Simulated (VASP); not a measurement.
# VASP 6.6.1 run: AgCl

INCAR

```
EDIFF = 1E-7
IBRION = -1
GGA = PE
LREAL = .FALSE.
LMAXMIX = 4
ISIF = 2
LWAVE = .FALSE.
NELM = 120
LASPH = .TRUE.
LCHARG = .FALSE.
LDAU = .TRUE.
PREC = Accurate
LDAUJ = 0 0
NBANDS = 16
ISMEAR = -1
LDAUU = 6.0 0
SIGMA = 0.02
ENCUT = 520
NSW = 0
LDAUTYPE = 2
LDAUL = 2 -1
```

KPOINTS

```
KPOINTS created by Atomic Simulation Environment
0
Monkhorst-Pack
8 8 8
0 0 0
```

POSCAR

```
Ag Cl
 1.0000000000000000
     0.0000000000000000    2.8178419630999998    3.3106949721999999
     2.8178419630999998    0.0000000000000000    3.3106949721999999
     2.8178419630999998    2.8178419630999998    0.0000000000000000
 Ag  Cl
   1   1
Cartesian
  0.0000000000000000  0.0000000000000000  0.0000000000000000
  1.4089209815499999  1.4089209815499999  1.6553474860999999
```

The recommended PBE PAW datasets give the neutral cell 18 valence electrons.

Command

```
mpirun -np 1 vasp_std
```

OSZICAR

```
N       E                     dE             d eps       ncg     rms          rms(c)
DAV:   1     0.103395081556E+03    0.10340E+03   -0.86254E+03  4728   0.989E+02
DAV:   2    -0.968865327554E-01   -0.10349E+03   -0.97870E+02  5776   0.219E+02
DAV:   3    -0.410800181191E+01   -0.40111E+01   -0.40027E+01  5768   0.455E+01
DAV:   4    -0.414111307983E+01   -0.33111E-01   -0.33109E-01  6104   0.439E+00
DAV:   5    -0.414167994806E+01   -0.56687E-03   -0.56686E-03  5680   0.558E-01    0.623E+00
DAV:   6    -0.403482052048E+01    0.10686E+00   -0.14759E-01  5544   0.499E+00    0.414E+00
DAV:   7    -0.404335275841E+01   -0.85322E-02   -0.12913E-01  5760   0.252E+00    0.142E+00
DAV:   8    -0.404556434114E+01   -0.22116E-02   -0.96212E-03  5768   0.952E-01    0.276E-01
DAV:   9    -0.404612957129E+01   -0.56523E-03   -0.11854E-03  5416   0.433E-01    0.566E-02
DAV:  10    -0.404632393726E+01   -0.19437E-03   -0.20985E-04  6136   0.130E-01    0.388E-02
DAV:  11    -0.404640048292E+01   -0.76546E-04   -0.80361E-05  5208   0.629E-02    0.104E-02
DAV:  12    -0.404640217405E+01   -0.16911E-05   -0.19353E-06  6328   0.136E-02    0.369E-03
DAV:  13    -0.404640283638E+01   -0.66233E-06   -0.10477E-06  5432   0.881E-03    0.134E-03
DAV:  14    -0.404640280365E+01    0.32724E-07   -0.48862E-08  5032   0.191E-03
   1 F= -.40464028E+01 E0= -.40464028E+01  d E =-.556516E-11
```

Standard output (part)

```
POSCAR found type information on POSCAR AgCl
 POSCAR found :  2 types and       2 ions
 LDA part: xc-table for (Slater+PW92), standard interpolation
 POSCAR, INCAR and KPOINTS ok, starting setup
 WAVECAR not read
 entering main loop
```

From OUTCAR

```
k-points           NKPTS =    144   k-points in BZ     NKDIM =    144   number of bands    NBANDS=     16

   NELECT =      18.0000    total number of electrons

   dimension x,y,z NGX =    32 NGY =   32 NGZ =   30
   dimension x,y,z NGXF=    64 NGYF=   64 NGZF=   60

  energy-cutoff  :      520.00
  volume of cell :       52.58
      direct lattice vectors                 reciprocal lattice vectors
     0.000000000  2.817841963  3.310694972    -0.177440753  0.177440753  0.151025692
     2.817841963  0.000000000  3.310694972     0.177440753 -0.177440753  0.151025692
     2.817841963  2.817841963  0.000000000     0.177440753  0.177440753 -0.151025692

 k-points in reciprocal lattice and weights: KPOINTS created by Atomic Simulation Env
   0.06250000  0.06250000  0.06250000       0.004
   0.18750000  0.06250000  0.06250000       0.008
   0.31250000  0.06250000  0.06250000       0.008
   0.43750000  0.06250000  0.06250000       0.008
  -0.43750000  0.06250000  0.06250000       0.008
  -0.31250000  0.06250000  0.06250000       0.008
  -0.18750000  0.06250000  0.06250000       0.008
  -0.06250000  0.06250000  0.06250000       0.008
   ...

 E-fermi :   1.4207

 k-point     1 :       0.0625    0.0625    0.0625
  band No.  band energies     occupation
      1     -12.9527      2.00000
      2      -3.5563      2.00000
      3      -3.4252      2.00000
      4      -3.4245      2.00000
      5      -2.4189      2.00000
      6      -2.3012      2.00000
      7       0.6518      2.00000
      8       0.9490      2.00000
      9       1.0122      2.00000
     10       3.4159      0.00000
     11      10.0722      0.00000
     12      10.2832      0.00000
     13      10.4216      0.00000
     14      12.7402      0.00000
     15      14.8746      0.00000
     16      14.9950      0.00000

 k-point     2 :       0.1875    0.0625    0.0625
  band No.  band energies     occupation
      1     -12.9231      2.00000
      2      -3.5252      2.00000
      3      -3.3835      2.00000
      4      -3.3492      2.00000
      5      -2.4151      2.00000
      6      -2.3098      2.00000
      7       0.2355      2.00000
      8       0.7600      2.00000
      9       0.8890      2.00000
     10       4.0021      0.00000
     11       9.6305      0.00000
     12      10.2510      0.00000
     13      10.5911      0.00000
     14      12.5112      0.00000
     15      14.3082      0.00000
     16      15.6706      0.00000

 k-point     3 :       0.3125    0.0625    0.0625
  band No.  band energies     occupation
      1     -12.8632      2.00000
      2      -3.4621      2.00000
      3      -3.2686      2.00000
      4      -3.1790      2.00000
      5      -2.3768      2.00000
      6      -2.3274      2.00000
      7      -0.6089      2.00000
      8       0.5174      2.00000
      9       0.7096      2.00000
     10       4.9572      0.00000
     11       8.8338      0.00000
     12      10.2626      0.00000
     13      10.9154      0.00000
     14      12.9140      0.00000
     15      13.9535      0.00000
     16      15.2408      0.00000

 ...

  Total        0.4546355      0.4546355      0.2243596      0.0000000      0.0000000     -0.0000000
  in kB       13.8545198     13.8545198      6.8371140      0.0000000      0.0000000     -0.0000000
  external PRESSURE =      11.5153845 kB  Pullay stress =       0.0000000 kB

 POSITION                                       TOTAL-FORCE (eV/Angst)
 -----------------------------------------------------------------------------------
      0.00000      0.00000      0.00000         0.000000      0.000000     -0.000000
      1.40892      1.40892      1.65535         0.000000     -0.000000      0.000000
 -----------------------------------------------------------------------------------
    total drift:                               -0.000002     -0.000002      0.000003

  FREE ENERGIE OF THE ION-ELECTRON SYSTEM (eV)
  ---------------------------------------------------
  free  energy   TOTEN  =        -4.0464028037 eV

  energy  without entropy=       -4.0464028036  energy(sigma->0) =       -4.04640280
```

It converged. Results: gap between bands v and c on the k mesh 2.40 eV; least direct gap on the k mesh 2.40 eV; pressure 1.2 GPa. Band v is the last that the valence electrons fill when counted band by band, and c is the next.

The shifted mesh misses Γ, so a band edge there is missed.

For comparison, a separate PBE run of the intended cell, on usual settings and not on those above, gives a gap of 1.18 eV on its mesh and a pressure of 1.3 GPa.

The run above took about 36 s on one core of a shared host (Intel Xeon 6975P-C) and held 0.27 GiB at most.
